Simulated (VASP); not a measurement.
# PbSe (Fm-3m) in VASP: a series of runs

Aim: see how the results for PbSe move with the level of theory and the settings. Levels: PBEsol, LDA, PBE. Tasks: band structure.

All numbers are computed with VASP 6.6.1; they aren't measurements. Logs are shortened: lines on timing, memory, paths and dates and some standing lists are left out, and cuts for length are marked.

**What was measured.**

From a printed reference work, monograph, for a bulk crystal of PbSe: band gap 0.15 eV (direct) at 4.2 K; band gap 0.28 eV (direct) at 300 K.

The runs below are set against these values where they give the same quantity.

### Step 1. The crystal as given

It takes space group Fm-3m (No. 225, cubic). The conventional cell has a = 6.104 Å, b = 6.104 Å, c = 6.104 Å, α = 90.00°, β = 90.00°, γ = 90.00°. Around Pb (site symmetry m-3m) lie 6 Se at 3.05 Å. Se (site symmetry m-3m) is surrounded by 6 Pb at 3.05 Å.

### Step 2. Band structure, PBEsol

Input file INCAR:

```
SYSTEM = PbSe
PREC     = Accurate       ! precision mode
ENCUT    = 520            ! plane-wave cutoff, eV
EDIFF    = 1E-6           ! SCF threshold, eV
ISMEAR   = 0              ! smearing method
SIGMA    = 0.03           ! smearing width, eV
LREAL    = .FALSE.        ! projectors in reciprocal space
LASPH    = .TRUE.         ! aspherical terms in the spheres
NELM     = 80             ! most SCF steps
ALGO     = Fast           ! electronic algorithm
ISIF     = 2              ! what is computed and relaxed
LWAVE    = .FALSE.        ! write WAVECAR
LCHARG   = .FALSE.        ! write CHGCAR
GGA      = PS             ! functional
NBANDS   = 17             ! bands
ICORELEVEL= 1
```

Input file KPOINTS:

```
regular mesh
0
G
  8 8 8
  0 0 0
```

Input file POSCAR:

```
PbSe                                    
1.0
    0.0000000000      3.0519897379      3.0519897379
    3.0519897379      0.0000000000      3.0519897379
    3.0519897379      3.0519897379      0.0000000000
  Pb              Se            
     1     1
Direct
     0.0000000000000000    0.0000000000000000    0.0000000000000000
     0.5000000000000000    0.5000000000000000    0.5000000000000000
```

Input file KPOINTS_OPT:

```
explicit points
159
Reciprocal
 0.0000000000  0.0000000000  0.0000000000 1
 0.0357142857  0.0000000000  0.0357142857 1
 0.0714285714  0.0000000000  0.0714285714 1
 0.1071428571  0.0000000000  0.1071428571 1
 0.1428571429  0.0000000000  0.1428571429 1
 0.1785714286  0.0000000000  0.1785714286 1
[... 151 lines left out ...]
 0.4250000000  0.0000000000  0.4250000000 1
 0.4500000000  0.0000000000  0.4500000000 1
```

Potentials or basis: VASP PAW PBE potentials, release 64 (Pb_d, Se).

Run with:

```sh
cat potpaw_PBE.64/Pb_d/POTCAR potpaw_PBE.64/Se/POTCAR > POTCAR
mpirun -np 1 vasp_std > vasp.out
```

OUTCAR:

```text
SYSTEM = PbSe
   PREC = Accurate
   ENCUT = 520
   EDIFF = 1E-6
   ISMEAR = 0
   LREAL = .FALSE.
   LASPH = .TRUE.
   NELM = 80
   ISIF = 2
   GGA = PS

 ion  position               nearest neighbor table
   1  0.000  0.000  0.000-   2 3.05   2 3.05   2 3.05   2 3.05   2 3.05   2 3.05
   2  0.500  0.500  0.500-   1 3.05   1 3.05   1 3.05   1 3.05   1 3.05   1 3.05

  LATTYP: Found a face centered cubic cell.
 ALAT       =     6.1039794758

  Lattice vectors:

 A1 = (   0.0000000000,   3.0519897379,   3.0519897379)
 A2 = (   3.0519897379,   0.0000000000,   3.0519897379)
 A3 = (   3.0519897379,   3.0519897379,   0.0000000000)

Analysis of symmetry for initial positions (statically):
=====================================================================
 Subroutine PRICEL returns:
 Original cell was already a primitive cell.

 Routine SETGRP: Setting up the symmetry group for a
 face centered cubic supercell.

 Subroutine GETGRP returns: Found 48 space group operations
 (whereof 48 operations were pure point group operations)
 out of a pool of 48 trial point group operations.

The static configuration has the point symmetry O_h .

Analysis of symmetry for dynamics (positions and initial velocities):
=====================================================================
 Subroutine PRICEL returns:
 Original cell was already a primitive cell.

 Routine SETGRP: Setting up the symmetry group for a
 face centered cubic supercell.

 Subroutine GETGRP returns: Found 48 space group operations
 (whereof 48 operations were pure point group operations)
 out of a pool of 48 trial point group operations.

The dynamic configuration has the point symmetry O_h .

 Subroutine INISYM returns: Found 48 space group operations
 (whereof 48 operations are pure point group operations),
 and found     1 'primitive' translations

----------------------------------------------------------------------------------------

                                     Primitive cell

  volume of cell :      56.8564

  direct lattice vectors                    reciprocal lattice vectors
     0.000000000  3.051989738  3.051989738    -0.163827550  0.163827550  0.163827550
     3.051989738  0.000000000  3.051989738     0.163827550 -0.163827550  0.163827550
     3.051989738  3.051989738  0.000000000     0.163827550  0.163827550 -0.163827550

  length of vectors
     4.316165280  4.316165280  4.316165280     0.283757639  0.283757639  0.283757639

  position of ions in fractional coordinates (direct lattice)
     0.000000000  0.000000000  0.000000000
     0.500000000  0.500000000  0.500000000

  ion indices of the primitive-cell ions
   primitive index   ion index
                 1           1
                 2           2

----------------------------------------------------------------------------------------

 KPOINTS: regular mesh

Automatic generation of k-mesh.
 Grid dimensions read from file:
 generate k-points for:    8    8    8

 Generating k-lattice:

  Cartesian coordinates                     Fractional coordinates (reciprocal lattice)
    -0.020478444  0.020478444  0.020478444     0.125000000  0.000000000  0.000000000
     0.020478444 -0.020478444  0.020478444     0.000000000  0.125000000  0.000000000
     0.020478444  0.020478444 -0.020478444     0.000000000  0.000000000  0.125000000

  Length of vectors
     0.035469705  0.035469705  0.035469705

  Shift w.r.t. Gamma in fractional coordinates (k-lattice)
     0.000000000  0.000000000  0.000000000

 Subroutine IBZKPT returns following result:
 ===========================================

 Found     29 irreducible k-points:

 Following reciprocal coordinates:
            Coordinates               Weight
  0.000000  0.000000  0.000000      1.000000
  0.125000  0.000000  0.000000      8.000000
  0.250000  0.000000  0.000000      8.000000
  0.375000  0.000000  0.000000      8.000000
  0.500000  0.000000  0.000000      4.000000
  0.125000  0.125000  0.000000      6.000000
[... 16 lines left out ...]
  0.500000  0.250000  0.125000     48.000000
 -0.375000  0.250000  0.125000     24.000000
 [... further k-points ...]
   k-points           NKPTS =     29   k-points in BZ     NKDIM =     29   number of bands    NBANDS=     17
   number of dos      NEDOS =    301   number of ions     NIONS =      2
   total plane-waves  NPLWV =  32768
   dimension x,y,z NGX =    32 NGY =   32 NGZ =   32
   dimension x,y,z NGXF=    64 NGYF=   64 NGZF=   64
   ions per type =               1   1
   NGX,Y,Z   is equivalent  to a cutoff of  12.33, 12.33, 12.33 a.u.
   NGXF,Y,Z  is equivalent  to a cutoff of  24.65, 24.65, 24.65 a.u.
 SYSTEM =  PbSe
   PREC   = accura    normal or accurate (medium, high low for compatibility)
   ISTART =      0    job   : 0-new  1-cont  2-samecut
   ICHARG =      2    charge: 1-file 2-atom 10-const
   ISPIN  =      1    spin polarized calculation?
   LNONCOLLINEAR =      F non collinear calculations
   LSORBIT =      F    spin-orbit coupling
   LASPH  =      T    aspherical Exc in radial PAW
   ENCUT  =  520.0 eV  38.22 Ry    6.18 a.u.   8.03  8.03  8.03*2*pi/ulx,y,z
   NELM   =     80;   NELMIN=  2; NELMDL= -5     # of ELM steps
   EDIFF  = 0.1E-05   stopping-criterion for ELM
   LREAL  =      F    real-space projection
   EDIFFG = 0.1E-04   stopping-criterion for IOM
   NSW    =      0    number of steps for IOM
   IBRION =     -1    ionic relax: 0-MD 1-quasi-New 2-CG
   NFREE  =      0    steps in history (QN), initial steepest desc. (CG)
   ISIF   =      2    stress and relaxation
   ISYM   =      2    0-nonsym 1-usesym 2-fastsym
   POTIM  = 0.5000    time-step for ionic-motion
   TEBEG  =    0.0;   TEEND  =   0.0 temperature during run
   PSTRESS=    0.0 pullay stress
   NELECT =      20.0000    total number of electrons
   NUPDOWN=      -1.0000    fix difference up-down
   EMIN   =  10.00;   EMAX   =-10.00  energy-range for DOS
   EFERMI =   0.00;   METHOD = LEGACY
   ISMEAR =     0;   SIGMA  =   0.03  broadening in eV -4-tet -1-fermi 0-gaus
   EFERMI_NEDOS =   21; number of points for ismear=-14 and -15
   IALGO  =     68    algorithm
   IMIX   =      4    mixing-type and parameters
     AMIX     =   0.40;   BMIX     =  1.00
     AMIX_MAG =   1.60;   BMIX_MAG =  1.00
  volume/ion in A,a.u.               =      28.43       191.84
  Fermi-wavevector in a.u.,A,eV,Ry     =   1.155647  2.183856 18.170844  1.335519
  Thomas-Fermi vector in A             =   2.292274
   LORBIT       =      0    0 simple, 1 ext, 2 COOP (PROOUT), +10 PAW based schemes
   GGA     = PS    functional components
   LHFCALC =     F    Hartree Fock is set to
   AEXX    =    0.0000 exact exchange contribution
   IVDW    =     0    specifies the selected vdW correction
   LEPSILON=     F    determine dielectric tensor
   LRPA    =     F    only Hartree local field effects (RPA)
 non-spin polarized calculation
 RMM-DIIS sequential band-by-band and
 Gauss-broadening in eV      SIGMA  =   0.03
  energy-cutoff  :      520.00
  volume of cell :       56.86
 maximum number of plane-waves:      1543
   NGX = 17   NGY = 17   NGZ = 17

 number of electron      20.0000003 magnetization

 Free energy of the ion-electron system (eV)
  ---------------------------------------------------
  ext. energy  EPLUGINS =         0.00000000
  ---------------------------------------------------
  free energy    TOTEN  =        -8.91762170 eV

  energy without entropy =       -8.91762164  energy(sigma->0) =       -8.91762167

 the core state eigenenergies are
   1-  1s -88082.4770  2s -15743.9726  2p -13498.7355  3s  -3772.2244  3p  -3128.7620
       3d  -2473.8136  4s   -846.7527  4p   -635.9601  4d   -392.3476  4f   -123.3798
       5s   -134.5605  5p    -76.2607
   2-  1s -12492.3060  2s  -1595.8180  2p  -1402.1673  3s   -202.4792  3p   -141.9501
       3d    -42.1366

 E-fermi :   5.1101     XC(G=0):  -9.7582

 val. band max:        5.0232033096   @ k =   0.5000   0.0000   0.0000
 cond. band min:       5.1969320597   @ k =   0.5000   0.0000   0.0000
 fundamental gap:      0.1737287501
 Fermi energy:         5.1100681292

 k-point     1 :       0.0000    0.0000    0.0000
  band No.  band energies     occupation
      1     -11.7441      2.00000
      2     -11.7441      2.00000
      3     -11.7441      2.00000
      4     -11.7429      2.00000
      5     -11.7429      2.00000
      6      -8.6628      2.00000
[... 9 lines left out ...]
     16      11.4463      0.00000
     17      13.0389      0.00000

 k-point     2 :       0.1250    0.0000    0.0000
  band No.  band energies     occupation
      1     -11.7470      2.00000
      2     -11.7470      2.00000
      3     -11.7436      2.00000
      4     -11.7388      2.00000
      5     -11.7388      2.00000
      6      -8.5417      2.00000
[... 9 lines left out ...]
     16      11.7949      0.00000
     17      14.2155      0.00000

 k-point     3 :       0.2500    0.0000    0.0000
  band No.  band energies     occupation
      1     -11.7562      2.00000
      2     -11.7562      2.00000
      3     -11.7424      2.00000
      4     -11.7265      2.00000
      5     -11.7265      2.00000
      6      -8.2085      2.00000
[... 9 lines left out ...]
     16      12.6680      0.00000
     17      16.5751      0.00000

 k-point     4 :       0.3750    0.0000    0.0000
  band No.  band energies     occupation
      1     -11.7653      2.00000
      2     -11.7653      2.00000
      3     -11.7416      2.00000
      4     -11.7141      2.00000
      5     -11.7141      2.00000
      6      -7.7855      2.00000
[... 9 lines left out ...]
     16      13.9763      0.00000
     17      16.4212      0.00000
[... 161 lines left out ...]
 k-point    13 :       0.2500    0.2500    0.0000
  band No.  band energies     occupation
      1     -11.7949      2.00000
      2     -11.7538      2.00000
      3     -11.7329      2.00000
      4     -11.7211      2.00000
      5     -11.7211      2.00000
      6      -8.0369      2.00000
[... 9 lines left out ...]
     16      14.5661      0.00000
     17      14.6675      0.00000

 k-point    14 :       0.3750    0.2500    0.0000
  band No.  band energies     occupation
      1     -11.8175      2.00000
      2     -11.7536      2.00000
      3     -11.7359      2.00000
      4     -11.7141      2.00000
      5     -11.7096      2.00000
      6      -7.6970      2.00000
[... 9 lines left out ...]
     16      15.3909      0.00000
     17      16.1495      0.00000

 k-point    15 :       0.5000    0.2500    0.0000
  band No.  band energies     occupation
      1     -11.8226      2.00000
      2     -11.7453      2.00000
      3     -11.7444      2.00000
      4     -11.7141      2.00000

------------------------ aborting loop because EDIFF is reached ----------------------------------------

  FORCE on cell =-STRESS in cart. coord.  units (eV):
  Direction    XX          YY          ZZ          XY          YZ          ZX
  --------------------------------------------------------------------------------------
  -------------------------------------------------------------------------------------
  Total       -0.0121970     -0.0121970     -0.0121970      0.0000000     -0.0000000     -0.0000000
  in kB       -0.3437039     -0.3437039     -0.3437039      0.0000000     -0.0000000     -0.0000000
  external PRESSURE =      -0.3437039 kB  Pullay stress =       0.0000000 kB

 VOLUME and BASIS-vectors are now :
 -----------------------------------------------------------------------------
  energy-cutoff  :      520.00
  volume of cell :       56.86
      direct lattice vectors                 reciprocal lattice vectors
     0.000000000  3.051989738  3.051989738    -0.163827550  0.163827550  0.163827550
     3.051989738  0.000000000  3.051989738     0.163827550 -0.163827550  0.163827550
     3.051989738  3.051989738  0.000000000     0.163827550  0.163827550 -0.163827550

 POSITION                                       TOTAL-FORCE (eV/Angst)
 -----------------------------------------------------------------------------------
      0.00000      0.00000      0.00000         0.000000     -0.000000      0.000000
      3.05199      3.05199      3.05199        -0.000000      0.000000     -0.000000
 -----------------------------------------------------------------------------------
    total drift:                                0.000000     -0.000000     -0.000000

  FREE ENERGIE OF THE ION-ELECTRON SYSTEM (eV)
  ---------------------------------------------------
  free  energy   TOTEN  =        -8.9176217036 eV

  energy  without entropy=       -8.9176216431  energy(sigma->0) =       -8.91762167
```

It took 32 s on 1 thread of Intel Xeon 6975P-C (Granite Rapids), shared host; peak memory 0.2 GiB.

What came out:

```yaml
Free_energy: -8.9176 eV
Pressure: 0.0 GPa
Band_gap_on_the_k_mesh: 0.17 eV, direct
Band_gap_along_the_path: 0.17 eV, direct
```

Levels at the corners of the path, in eV from the valence-band top:
```
point  band 6  band 7  band 8  band 9  band 10  band 11  band 12  band 13  band 14  band 15
    Γ  -13.69   -6.32   -1.92   -1.92    -1.92     4.69     4.69     4.69     6.42     6.42
    X  -12.20   -7.43   -5.10   -3.31    -3.31     3.54     5.61     5.61     6.04    11.31
    X  -12.20   -7.43   -5.10   -3.31    -3.31     3.54     5.61     5.61     6.04    11.31
    W  -12.17   -8.08   -4.33   -4.33    -0.80     1.82     4.89     4.89     7.68     7.68
    W  -12.17   -8.08   -4.33   -4.33    -0.80     1.82     4.89     4.89     7.68     7.68
    K  -12.21   -8.11   -4.69   -2.79    -2.46     3.34     3.99     5.41     5.72    10.03
    K  -12.21   -8.11   -4.69   -2.79    -2.46     3.34     3.99     5.41     5.72    10.03
    Γ  -13.69   -6.32   -1.92   -1.92    -1.92     4.69     4.69     4.69     6.42     6.42
    Γ  -13.69   -6.32   -1.92   -1.92    -1.92     4.69     4.69     4.69     6.42     6.42
    L  -12.59   -8.89   -1.50   -1.50     0.00     0.17     1.63     1.63     8.42    10.11
    L  -12.59   -8.89   -1.50   -1.50     0.00     0.17     1.63     1.63     8.42    10.11
    U  -12.21   -8.11   -4.69   -2.79    -2.46     3.34     3.99     5.41     5.72    10.03
    U  -12.21   -8.11   -4.69   -2.79    -2.46     3.34     3.99     5.41     5.72    10.03
    W  -12.17   -8.08   -4.33   -4.33    -0.80     1.82     4.89     4.89     7.68     7.68
    W  -12.17   -8.08   -4.33   -4.33    -0.80     1.82     4.89     4.89     7.68     7.68
    L  -12.59   -8.89   -1.50   -1.50     0.00     0.17     1.63     1.63     8.42    10.11
    L  -12.59   -8.89   -1.50   -1.50     0.00     0.17     1.63     1.63     8.42    10.11
    K  -12.21   -8.11   -4.69   -2.79    -2.46     3.34     3.99     5.41     5.72    10.03
    U  -12.21   -8.11   -4.69   -2.79    -2.46     3.34     3.99     5.41     5.72    10.03
    X  -12.20   -7.43   -5.10   -3.31    -3.31     3.54     5.61     5.61     6.04    11.31
```

Core levels (eV, on the scale of the bands):
| atom | levels |
| --- | --- |
| 1 Pb | 1s -88082.5, 2s -15744.0, 2p -13498.7, 3s -3772.2, 3p -3128.8, 3d -2473.8, 4s -846.8, 4p -636.0, 4d -392.3, 4f -123.4, 5s -134.6, 5p -76.3 |
| 2 Se | 1s -12492.3, 2s -1595.8, 2p -1402.2, 3s -202.5, 3p -142.0, 3d -42.1 |

Caveat: the PAW data sets were made with another functional, which shifts forces and pressure a little; spin-orbit coupling is left out, which as a rule narrows the gap of such compounds by several tenths of an eV.

(Part 1 of 2 ends here.)
